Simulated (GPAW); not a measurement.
# Ge (Cmmm) in GPAW: a series of runs

One crystal, Ge, is run at these levels: PBEsol, LDA; tasks: band structure, equation of state.

Program: GPAW 26.7.0. These are calculated values, not measurements. Logs are shortened: lines on timing, memory, paths and dates and some standing lists are left out, and cuts for length are marked. The log counts tension as positive stress, the text compression.

### 1 Starting point

The structure is orthorhombic, space group Cmmm (No. 65). The conventional cell has a = 2.794 Å, b = 5.201 Å, c = 2.698 Å, α = 90.00°, β = 90.00°, γ = 90.00°. Ge (site symmetry mmm) is surrounded by 8 Ge at 2.70 to 2.95 Å.

This isn't the form of Ge at room conditions, which is diamond.

### 2 Band structure, PBEsol

File run.py:

```python
from ase import Atoms
from ase.dft.bandgap import bandgap
from ase.io import write
from ase.units import GPa
from gpaw import GPAW, PW, setup_paths

setup_paths.insert(0, '.')

atoms = Atoms(['Ge'],
              cell=[[1.397149, -2.600516, 0.0],
                    [1.397149, 2.600516, 0.0],
                    [0.0, 0.0, 2.698231]],
              scaled_positions=[[0.5, 0.5, 0.0]],
              pbc=True)

calc = GPAW(mode=PW(600),
            xc='PBEsol',
            kpts={'size': (11, 11, 10), 'gamma': True},
            occupations={'name': 'fermi-dirac', 'width': 0.05},
            nbands=8,
            convergence={'density': 1e-05, 'energy': 1e-05},
            maxiter=150,
            txt='gpaw.txt')
atoms.calc = calc
energy = atoms.get_potential_energy()
forces = atoms.get_forces()
stress = atoms.get_stress()
calc.write('gs.gpw')
write('result.traj', atoms)
print(f'Energy: {energy:.6f} eV')
print('Forces (eV/A):')
print(forces.round(4))
print('Stress (GPa):', (stress / GPa).round(3))
print('Fermi level:', round(calc.get_fermi_level(), 4), 'eV')
print(f'Gap: {bandgap(calc)[0]:.4f} eV, direct: {bandgap(calc, direct=True)[0]:.4f} eV')

path = atoms.cell.bandpath('GXSRAZGYX1A1TY,ZT', npoints=100, eps=1e-4)
bs_calc = calc.fixed_density(kpts=path, symmetry='off', nbands=14,
                             convergence={'bands': 'CBM+6.0', 'eigenstates': 1e-6}, txt='bands.txt')
bs = bs_calc.band_structure()
bs.write('bs.json')
print(f'Gap on the path: {bandgap(bs_calc)[0]:.4f} eV')
```

Potentials or basis: PAW data sets generated in the run's folder for this functional, pw.

Run with:

```bash
gpaw-setup -f PBEsol Ge
OMP_NUM_THREADS=1 python run.py
```

gpaw.txt:

```text
__  _  _
 | _ |_)|_||  |
 |__||  | ||/\| - 26.7.0

Input parameters:
  mode=PW(ecut=600.0),
  convergence={'density': 1e-05, 'energy': 1e-05},
  kpts=MonkhorstPack(size=(11, 11, 10), gamma=True),
  maxiter=150,
  nbands=8,
  occupations=Occupations(name='fermi-dirac', width=0.05),
  xc=XC(name='PBEsol')

Diagonalizing LCAO Hamiltonian
Converting LCAO to pw mode

       Ge

Atoms  # Å, Bohr magnetons
|   | symbol |        x |        y |        z |    initial magnetic moments |
|---|--------|----------|----------|----------|-----------------------------|
| 0 |     Ge | 1.397149 | 0.000000 | 0.000000 | ( 0.0000,  0.0000,  0.0000) |

Unit cell  # Å
| periodic |        x |         y |        z |  lengths |     angles |
|----------|----------|-----------|----------|----------|------------|
|      yes | 1.397149 | -2.600516 | 0.000000 | 2.952069 |  90.000000 |
|      yes | 1.397149 |  2.600516 | 0.000000 | 2.952069 |  90.000000 |
|      yes | 0.000000 |  0.000000 | 2.698231 | 2.698231 | 123.505425 |

Number of symmetries: 8
Symmetry operations  # r_c * U_cc + t_c -> r_c
|   | kind |            matrix            |
|---|------|------------------------------|
| 0 |  E   |  1, 0, 0,  0, 1, 0,  0, 0, 1 |
| 1 |  σ   |  1, 0, 0,  0, 1, 0,  0, 0,-1 |
| 2 |  σ   |  0, 1, 0,  1, 0, 0,  0, 0, 1 |
| 3 |  C2  |  0, 1, 0,  1, 0, 0,  0, 0,-1 |
| 4 |  σ   |  0,-1, 0, -1, 0, 0,  0, 0, 1 |
| 5 |  C2  |  0,-1, 0, -1, 0, 0,  0, 0,-1 |
| 6 |  C2  | -1, 0, 0,  0,-1, 0,  0, 0, 1 |
| 7 |  i   | -1, 0, 0,  0,-1, 0,  0, 0,-1 |

BZ-sampling:
  Number of BZ points: 1210
  Number of IBZ points: 216

  Monkhorst-Pack size: [11, 11, 10]
  Monkhorst-Pack shift: [0.0, 0.0, 0.05]

K-points  # in reciprocal-cell coordinates
|     |                                coordinates |     weight |
|-----|--------------------------------------------|------------|
|   0 | (  0.00000000,   0.00000000,   0.00000000) | 0.00082645 |
|   1 | (  0.00000000,   0.00000000,   0.10000000) | 0.00165289 |
|   2 | (  0.00000000,   0.00000000,   0.20000000) | 0.00165289 |
|   3 | (  0.00000000,   0.00000000,   0.30000000) | 0.00165289 |
|   4 | (  0.00000000,   0.00000000,   0.40000000) | 0.00165289 |
|   5 | (  0.00000000,   0.00000000,   0.50000000) | 0.00082645 |
|   6 | (  0.09090909,  -0.09090909,   0.00000000) | 0.00165289 |
|   7 | (  0.09090909,  -0.09090909,   0.10000000) | 0.00330579 |
|   8 | (  0.09090909,  -0.09090909,   0.20000000) | 0.00330579 |
|   9 | (  0.09090909,  -0.09090909,   0.30000000) | 0.00330579 |
| ... |                                            |            |
| 215 | (  0.45454545,   0.45454545,   0.50000000) | 0.00165289 |

Plane wave coefficients: 671
Cutoff: 600.0 eV

Spin-components: 1 (collinear spins)
Bands:           8
Projectors:      5
Spin-degeneracy: 2
Datatype:        complex128

Parallelization:
  kpt:    1
  domain: 1
  band:   1

Density:
  Valence electrons: 4.0
  Components: 1
  Grid points: [18 18 16]
  Charge: 0.0  # |e|

Potential:
  Grid points: [18 18 16]

species:
  Ge:
    name:    Germanium
    Z:       32.0
    valence: 4
    core:    28
    charge:  0.0  # [|e|]
    compensation charges:
      type: gauss
      rc: 0.32  # [Å]
      lmax: 2
    cutoffs:
      filter: 1.77  # [Å]
      core: 3.42  # [Å]
    projectors
    | kind |    occ | energy [eV] | rcut [Å] |
    |------|--------|-------------|----------|
    |   4s |  2.000 |     -11.738 |    1.005 |
    |   4p |  2.000 |      -3.898 |    1.005 |
    |    s |        |      15.473 |    1.005 |
    |    p |        |      23.314 |    1.005 |
    |    d |        |       0.000 |    1.005 |

    Using partial waves for Ge as LCAO basis

Reference energy: -57055.759938  # eV

eigensolver:
[... 26 lines left out ...]
convergence criteria:
- Maximum integral of absolute [dens]ity change: 1e-05 electrons / valence electron
- Maximum [total energy] change in last 3 cyles: 1e-05 eV / valence electron
- Maximum integral of absolute [eigenst]ate change: 4e-08 eV^2 / valence electron
maximum number of iterations: 150

SCF iterations
|iter     | |      energy | eigst |  dens |
|---------|-|-------------|-------|-------|
|iter:   1| |   -4.742924 | -0.74 |       |
|iter:   2| |   -4.742035 | -3.22 | -1.21 |
|iter:   3| |   -4.732948 | -3.48 | -1.24 |
|iter:   4| |   -4.732514 | -4.38 | -1.79 |
|iter:   5| |   -4.732500 | -5.48 | -2.67 |
|iter:   6| |   -4.732500c| -7.54c| -3.92 |
|iter:   7| |   -4.732500c| -8.29c| -4.60 |
|iter:   8| |   -4.732500c| -9.40c| -5.25c|

Converged in 8 steps
Energy contributions relative to reference atoms: (reference = -57055.759938)

Energy contributions:
  Kinetic:           5.971046
  Coulomb:          -5.475433
  Zero:             -0.004047
  External:          0.000000
  Xc:               -5.222093
  Entropy:          -0.003946
  Spinorbit:         0.000000
  ----------------------------
  Free energy:      -4.734473
  Extrapolated:     -4.732500

dipole moment: (0.000087, 0.000000, -8.838682)  # |e|*Ang

Fermi level: 7.179
Eigenvalues  # (at kpt = [0.000, 0.000, 0.000])
| band index |      eig [eV] | occ [0-2] |
|------------|---------------|-----------|
|          0 |        -5.649 |     2.000 |
|          1 |        13.894 |     0.000 |
|          2 |        14.360 |     0.000 |
|          3 |        15.871 |     0.000 |
|          4 |        17.248 |     0.000 |
|          5 |        19.500 |     0.000 |
|          6 |        21.817 |     0.000 |
|          7 |        21.917 |     0.000 |

No gap
No difference between direct/indirect transitions

Forces  # eV/Ang
|       x |       y |       z |
|---------|---------|---------|
| 0.00000 | 0.00000 | 0.00000 |  # Ge   0

Stress tensor  # eV/Ang^3
|        x |        y |        z |
|----------|----------|----------|
| 0.018058 | 0.000000 | 0.000000 |
| 0.000000 | 0.037797 | 0.000000 |
| 0.000000 | 0.000000 | 0.023592 |

# Writing to gs.gpw (mode='')
```

Wall time 20 s (1 thread of Arm Neoverse V2, shared host); peak memory 0.19 GiB.

Results:

```yaml
Free_energy: -4.7345 eV
Pressure: -4.2 GPa
Band_gap_along_the_path: none (metal or under the smearing width)
```

Stress tensor (GPa, compression positive):
```
-2.89  0.00  0.00
 0.00 -6.06  0.00
 0.00  0.00 -3.78
```

Levels at the corners of the path, in eV from the Fermi level:
```csv
point,band 1,band 2,band 3,band 4,band 5,band 6
Γ,-12.83,6.71,7.18,8.69,10.07,12.32
X,-7.00,-3.54,-2.99,11.09,16.12,17.07
S,-7.79,-5.27,3.49,7.45,10.58,16.10
R,-3.61,-2.20,-1.55,3.63,6.36,11.50
A,-2.70,-0.97,-0.46,0.16,5.25,5.56
Z,-9.08,-5.66,10.00,11.50,15.47,16.25
Γ,-12.83,6.71,7.18,8.69,10.07,12.32
Y,-8.65,-5.49,5.27,9.09,9.92,15.41
X1,-7.00,-3.54,-2.99,11.09,16.12,17.07
A1,-2.70,-0.97,-0.46,0.16,5.25,5.56
T,-4.58,-2.36,-2.20,3.25,8.15,13.19
Y,-8.65,-5.49,5.27,9.09,9.92,15.41
Z,-9.08,-5.66,10.00,11.50,15.47,16.25
T,-4.58,-2.36,-2.20,3.25,8.15,13.19
```

### 3 Band structure, LDA

Edit run.py of step 2 so:

```diff
@@ -4,5 +4,3 @@
 from ase.units import GPa
-from gpaw import GPAW, PW, setup_paths
-
-setup_paths.insert(0, '.')
+from gpaw import GPAW, PW
 
@@ -16,3 +14,3 @@
 calc = GPAW(mode=PW(600),
-            xc='PBEsol',
+            xc='LDA',
             kpts={'size': (11, 11, 10), 'gamma': True},
```

Potentials or basis: the program's PAW data sets (release 1.2.1) made for this functional, pw.

Run with:

```bash
OMP_NUM_THREADS=1 python run.py
```

gpaw.txt:

```text
__  _  _
 | _ |_)|_||  |
 |__||  | ||/\| - 26.7.0

Input parameters:
  mode=PW(ecut=600.0),
  convergence={'density': 1e-05, 'energy': 1e-05},
  kpts=MonkhorstPack(size=(11, 11, 10), gamma=True),
  maxiter=150,
  nbands=8,
  occupations=Occupations(name='fermi-dirac', width=0.05),
  xc=XC(name='LDA')

Diagonalizing LCAO Hamiltonian
Converting LCAO to pw mode

       Ge

Atoms  # Å, Bohr magnetons
|   | symbol |        x |        y |        z |    initial magnetic moments |
|---|--------|----------|----------|----------|-----------------------------|
| 0 |     Ge | 1.397149 | 0.000000 | 0.000000 | ( 0.0000,  0.0000,  0.0000) |

Unit cell  # Å
| periodic |        x |         y |        z |  lengths |     angles |
|----------|----------|-----------|----------|----------|------------|
|      yes | 1.397149 | -2.600516 | 0.000000 | 2.952069 |  90.000000 |
|      yes | 1.397149 |  2.600516 | 0.000000 | 2.952069 |  90.000000 |
|      yes | 0.000000 |  0.000000 | 2.698231 | 2.698231 | 123.505425 |

Number of symmetries: 8
Symmetry operations  # r_c * U_cc + t_c -> r_c
|   | kind |            matrix            |
|---|------|------------------------------|
| 0 |  E   |  1, 0, 0,  0, 1, 0,  0, 0, 1 |
| 1 |  σ   |  1, 0, 0,  0, 1, 0,  0, 0,-1 |
| 2 |  σ   |  0, 1, 0,  1, 0, 0,  0, 0, 1 |
| 3 |  C2  |  0, 1, 0,  1, 0, 0,  0, 0,-1 |
| 4 |  σ   |  0,-1, 0, -1, 0, 0,  0, 0, 1 |
| 5 |  C2  |  0,-1, 0, -1, 0, 0,  0, 0,-1 |
| 6 |  C2  | -1, 0, 0,  0,-1, 0,  0, 0, 1 |
| 7 |  i   | -1, 0, 0,  0,-1, 0,  0, 0,-1 |

BZ-sampling:
  Number of BZ points: 1210
  Number of IBZ points: 216

  Monkhorst-Pack size: [11, 11, 10]
[... 83 lines left out ...]
  Fourier metric: weight=20.0, sigma=0.015

occupation numbers:
  Fermi-Dirac:
    width: 0.0500  # eV

poisson solver:
  ecut: 4800.0  # eV

xc functional:
  name: None

convergence criteria:
- Maximum integral of absolute [dens]ity change: 1e-05 electrons / valence electron
- Maximum [total energy] change in last 3 cyles: 1e-05 eV / valence electron
- Maximum integral of absolute [eigenst]ate change: 4e-08 eV^2 / valence electron
maximum number of iterations: 150

SCF iterations
|iter     | |      energy | eigst |  dens |
|---------|-|-------------|-------|-------|
|iter:   1| |   -4.979978 | -0.75 |       |
|iter:   2| |   -4.979043 | -3.20 | -1.22 |
|iter:   3| |   -4.969692 | -3.51 | -1.24 |
|iter:   4| |   -4.969174 | -4.39 | -1.80 |
|iter:   5| |   -4.969159 | -5.59 | -2.70 |
|iter:   6| |   -4.969159c| -7.50c| -3.97 |
|iter:   7| |   -4.969159c| -8.21c| -4.57 |
|iter:   8| |   -4.969159c| -9.24c| -5.21c|

Converged in 8 steps
Energy contributions relative to reference atoms: (reference = -57017.817714)

Energy contributions:
  Kinetic:           6.782035
  Coulomb:          -6.241358
  Zero:             -0.002942
  External:          0.000000
  Xc:               -5.504876
  Entropy:          -0.004035
  Spinorbit:         0.000000
  ----------------------------
  Free energy:      -4.971176
  Extrapolated:     -4.969159

dipole moment: (0.000088, 0.000000, -8.879913)  # |e|*Ang

Fermi level: 6.990
Eigenvalues  # (at kpt = [0.000, 0.000, 0.000])
| band index |      eig [eV] | occ [0-2] |
|------------|---------------|-----------|
|          0 |        -5.838 |     2.000 |
|          1 |        13.663 |     0.000 |
|          2 |        14.085 |     0.000 |
|          3 |        15.581 |     0.000 |
|          4 |        17.168 |     0.000 |
|          5 |        19.398 |     0.000 |
|          6 |        21.729 |     0.000 |
|          7 |        21.766 |     0.000 |

No gap
No difference between direct/indirect transitions

Forces  # eV/Ang
|       x |       y |       z |
|---------|---------|---------|
| 0.00000 | 0.00000 | 0.00000 |  # Ge   0

Stress tensor  # eV/Ang^3
|        x |        y |        z |
|----------|----------|----------|
| 0.028265 | 0.000000 | 0.000000 |
| 0.000000 | 0.046635 | 0.000000 |
| 0.000000 | 0.000000 | 0.033535 |

# Writing to gs.gpw (mode='')
```

bands.txt:

```text
Diagonalizing LCAO Hamiltonian
Converting LCAO to pw mode
convergence criteria:
- Maximum integral of absolute [eigenst]ate change: 1e-06 eV^2 / valence electron
maximum number of iterations: 150

SCF iterations
|iter     | |      energy | eigst |  dens |
|---------|-|-------------|-------|-------|
|iter:   1| |             | -0.33 |       |
[... 104 lines left out ...]
         [-0.18181818,  0.18181818,  0.5       ],
         [-0.22727273,  0.22727273,  0.5       ],
         [-0.27272727,  0.27272727,  0.5       ],
         [-0.31818182,  0.31818182,  0.5       ],
         [-0.36363636,  0.36363636,  0.5       ],
         [-0.40909091,  0.40909091,  0.5       ],
         [-0.45454545,  0.45454545,  0.5       ],
         [-0.5       ,  0.5       ,  0.5       ]])),
  maxiter=150,
  nbands=14,
  occupations=Occupations(name='fermi-dirac', width=0.05),
  symmetry=Symmetry(point_group=False, time_reversal=False),
  xc=XC(name='LDA')
```

Run time: 19 s. Hardware: 1 thread of Arm Neoverse V2, shared host; peak memory 0.19 GiB.

Results:

```yaml
Free_energy: -4.9712 eV
Pressure: -5.8 GPa
Band_gap_along_the_path: none (metal or under the smearing width)
```

Levels at the corners of the path, in eV from the Fermi level:
| point | band 1 | band 2 | band 3 | band 4 | band 5 | band 6 |
| --- | --- | --- | --- | --- | --- | --- |
| Γ | -12.83 | 6.67 | 7.09 | 8.59 | 10.18 | 12.41 |
| X | -7.08 | -3.49 | -2.93 | 10.95 | 16.18 | 17.07 |
| S | -7.84 | -5.21 | 3.46 | 7.56 | 10.46 | 16.14 |
| R | -3.73 | -2.18 | -1.54 | 3.77 | 6.28 | 11.56 |
| A | -2.85 | -0.97 | -0.45 | 0.17 | 5.40 | 5.70 |
| Z | -9.13 | -5.59 | 9.85 | 11.33 | 15.55 | 16.34 |
| Γ | -12.83 | 6.67 | 7.09 | 8.59 | 10.18 | 12.41 |
| Y | -8.70 | -5.43 | 5.23 | 9.19 | 9.82 | 15.46 |
| X1 | -7.08 | -3.49 | -2.93 | 10.95 | 16.18 | 17.07 |
| A1 | -2.85 | -0.97 | -0.45 | 0.17 | 5.40 | 5.70 |
| T | -4.69 | -2.33 | -2.18 | 3.39 | 8.05 | 13.25 |
| Y | -8.70 | -5.43 | 5.23 | 9.19 | 9.82 | 15.46 |
| Z | -9.13 | -5.59 | 9.85 | 11.33 | 15.55 | 16.34 |
| T | -4.69 | -2.33 | -2.18 | 3.39 | 8.05 | 13.25 |

[end of part 1 of 2]
